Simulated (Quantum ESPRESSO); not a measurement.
The system is HfN.

```
CELL_PARAMETERS angstrom
2.82503 0.00000 0.00000
0.00000 2.82503 0.00000
0.00000 0.00000 2.82503
ATOMIC_POSITIONS crystal
Hf 0.50000 0.50000 0.50000
N 0.00000 0.00000 0.00000
```

The cell was built by a generator and needn't be a form met in nature.

Base run:

```yaml
Program: Quantum ESPRESSO 7.5
Functional: PBE
Potentials_or_basis: SG15 PBE 1.2
Cutoff: 1197 eV
Density_cutoff: 4789 eV
k_mesh: 9 × 9 × 9
Occupations: fermi-dirac, width 0.05 eV
Spin: no spin polarisation
```

Its results: band gap on the k mesh none (metal or under the smearing width); pressure 0.5 GPa.

Task: The run is repeated on the same cell with these changes: potentials or basis from SG15 PBE 1.2 to JTH 2.0 PBE; cutoff from 1197 eV to 680 eV; density cutoff from 4789 eV to 4082 eV; valence electrons from 31 to 17. What comes out?

Result: Band gap on the k mesh none (metal or under the smearing width); pressure -2.3 GPa.

Not every run made on this cell is shown here.
